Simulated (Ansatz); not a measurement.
# 64-atom supercell of zincblende AgI

What do PBEsol, HSE06 and r²SCAN give for the perfect crystal in this cell, and at what cost?

Program: Ansatz 0.2.0, PAW, plane waves. These are calculated values, not measurements.

## 1. Starting point

64 atoms (32 Ag, 32 I); a = 12.902 Å, b = 12.902 Å, c = 12.902 Å, α = 90.00°, β = 90.00°, γ = 90.00°.

The runs, in order: (2) PBEsol single point at the single k point (¼, ¼, ¼), on 1 × NVIDIA GB300 Max-Q with 8 threads of Arm Neoverse-V2; (3) HSE06 single point at the single k point (¼, ¼, ¼), on 1 × NVIDIA GB300 Max-Q with 8 threads of Arm Neoverse-V2; (4) r²SCAN single point at the single k point (¼, ¼, ¼), on 1 × NVIDIA GB300 Max-Q with 8 threads of Arm Neoverse-V2.

## 2. Single point with PBEsol

Contents of in.yaml:

```yaml
crystal:
  lattice:
    - [12.901536, 0.000000, 0.000000]
    - [0.000000, 12.901536, 0.000000]
    - [0.000000, 0.000000, 12.901536]
  atoms:
    - { symbol: Ag, position: [0.000000, 0.000000, 0.000000] }
    - { symbol: Ag, position: [0.000000, 0.000000, 0.500000] }
    - { symbol: Ag, position: [0.000000, 0.500000, 0.000000] }
    - { symbol: Ag, position: [0.000000, 0.500000, 0.500000] }
    - { symbol: Ag, position: [0.500000, 0.000000, 0.000000] }
    - { symbol: Ag, position: [0.500000, 0.000000, 0.500000] }
    - { symbol: Ag, position: [0.500000, 0.500000, 0.000000] }
    - { symbol: Ag, position: [0.500000, 0.500000, 0.500000] }
    - { symbol: Ag, position: [0.250000, 0.250000, 0.000000] }
    - { symbol: Ag, position: [0.250000, 0.250000, 0.500000] }
    - { symbol: Ag, position: [0.250000, 0.750000, 0.000000] }
    - { symbol: Ag, position: [0.250000, 0.750000, 0.500000] }
    - { symbol: Ag, position: [0.750000, 0.250000, 0.000000] }
    - { symbol: Ag, position: [0.750000, 0.250000, 0.500000] }
    - { symbol: Ag, position: [0.750000, 0.750000, 0.000000] }
    - { symbol: Ag, position: [0.750000, 0.750000, 0.500000] }
    - { symbol: Ag, position: [0.250000, 0.000000, 0.250000] }
    - { symbol: Ag, position: [0.250000, 0.000000, 0.750000] }
    - { symbol: Ag, position: [0.250000, 0.500000, 0.250000] }
    - { symbol: Ag, position: [0.250000, 0.500000, 0.750000] }
    - { symbol: Ag, position: [0.750000, 0.000000, 0.250000] }
    - { symbol: Ag, position: [0.750000, 0.000000, 0.750000] }
    - { symbol: Ag, position: [0.750000, 0.500000, 0.250000] }
    - { symbol: Ag, position: [0.750000, 0.500000, 0.750000] }
    - { symbol: Ag, position: [0.000000, 0.250000, 0.250000] }
    - { symbol: Ag, position: [0.000000, 0.250000, 0.750000] }
    - { symbol: Ag, position: [0.000000, 0.750000, 0.250000] }
    - { symbol: Ag, position: [0.000000, 0.750000, 0.750000] }
    - { symbol: Ag, position: [0.500000, 0.250000, 0.250000] }
    - { symbol: Ag, position: [0.500000, 0.250000, 0.750000] }
    - { symbol: Ag, position: [0.500000, 0.750000, 0.250000] }
    - { symbol: Ag, position: [0.500000, 0.750000, 0.750000] }
    - { symbol: I, position: [0.125000, 0.125000, 0.125000] }
    - { symbol: I, position: [0.125000, 0.125000, 0.625000] }
    - { symbol: I, position: [0.125000, 0.625000, 0.125000] }
    - { symbol: I, position: [0.125000, 0.625000, 0.625000] }
    - { symbol: I, position: [0.625000, 0.125000, 0.125000] }
    - { symbol: I, position: [0.625000, 0.125000, 0.625000] }
    - { symbol: I, position: [0.625000, 0.625000, 0.125000] }
    - { symbol: I, position: [0.625000, 0.625000, 0.625000] }
    - { symbol: I, position: [0.375000, 0.375000, 0.125000] }
    - { symbol: I, position: [0.375000, 0.375000, 0.625000] }
    - { symbol: I, position: [0.375000, 0.875000, 0.125000] }
    - { symbol: I, position: [0.375000, 0.875000, 0.625000] }
    - { symbol: I, position: [0.875000, 0.375000, 0.125000] }
    - { symbol: I, position: [0.875000, 0.375000, 0.625000] }
    - { symbol: I, position: [0.875000, 0.875000, 0.125000] }
    - { symbol: I, position: [0.875000, 0.875000, 0.625000] }
    - { symbol: I, position: [0.375000, 0.125000, 0.375000] }
    - { symbol: I, position: [0.375000, 0.125000, 0.875000] }
    - { symbol: I, position: [0.375000, 0.625000, 0.375000] }
    - { symbol: I, position: [0.375000, 0.625000, 0.875000] }
    - { symbol: I, position: [0.875000, 0.125000, 0.375000] }
    - { symbol: I, position: [0.875000, 0.125000, 0.875000] }
    - { symbol: I, position: [0.875000, 0.625000, 0.375000] }
    - { symbol: I, position: [0.875000, 0.625000, 0.875000] }
    - { symbol: I, position: [0.125000, 0.375000, 0.375000] }
    - { symbol: I, position: [0.125000, 0.375000, 0.875000] }
    - { symbol: I, position: [0.125000, 0.875000, 0.375000] }
    - { symbol: I, position: [0.125000, 0.875000, 0.875000] }
    - { symbol: I, position: [0.625000, 0.375000, 0.375000] }
    - { symbol: I, position: [0.625000, 0.375000, 0.875000] }
    - { symbol: I, position: [0.625000, 0.875000, 0.375000] }
    - { symbol: I, position: [0.625000, 0.875000, 0.875000] }
  symmetry: { detect: false }
kpoints:
  mp_grid: { grid: [1, 1, 1], shift: [0.25, 0.25, 0.25] }
hamiltonian:
  xc: pbesol
scf:
  occupations: { method: fermi_dirac, width: 0.01 }
output:
  forces: true
  eigenvalues: true
  stress: true
  populations: true
  eigenstates: { kpoints: [[0.25, 0.25, 0.25]], e_range: [-6.0, 6.0], localisation: true }
```

On the command line:

```
$ ansatz run in.yaml --threads 8 --pin off --max-ram 118750MiB --runs-dir r --events-out ev --progress --plain --backend cuda --devices 0,
```

## 3. Single point with HSE06

Changes to in.yaml since step 2:

```diff
@@ -74,3 +74,3 @@
 hamiltonian:
-  xc: pbesol
+  xc: hse06
 scf:
@@ -80,3 +80,2 @@
   eigenvalues: true
-  stress: true
   populations: true
```

## 4. Single point with r²SCAN

Changes to in.yaml since step 3:

```diff
@@ -74,3 +74,3 @@
 hamiltonian:
-  xc: hse06
+  xc: r2scan
 scf:
```

What does the calculation give? Wanted: for each run, top filled to lowest empty; energy; pressure.

The runs gave:

| level | time | top filled to lowest empty (eV) | energy (eV/atom) | pressure (GPa) |
| --- | --- | --- | --- | --- |
| PBEsol | 46 s (GPU) | 1.96 | -7477.4600 | -0.01 |
| HSE06 | 2.8 min (GPU) | 3.21 | -7556.0644 | - |
| r²SCAN | 50 s (GPU) | 2.53 | -7566.2805 | - |

**What this shows.** At the same k points, PBEsol gives a spacing 1.25 eV smaller and r²SCAN gives a spacing 0.68 eV smaller than the 3.21 eV of HSE06. Exact exchange costs time: HSE06 ran about 3.7 times as long as PBEsol on the same kind of device. No spin–orbit coupling is included; with elements this heavy it would shift the edges. With one k point the spacing samples only the states that fold onto it, so it can exceed the gap over the zone.
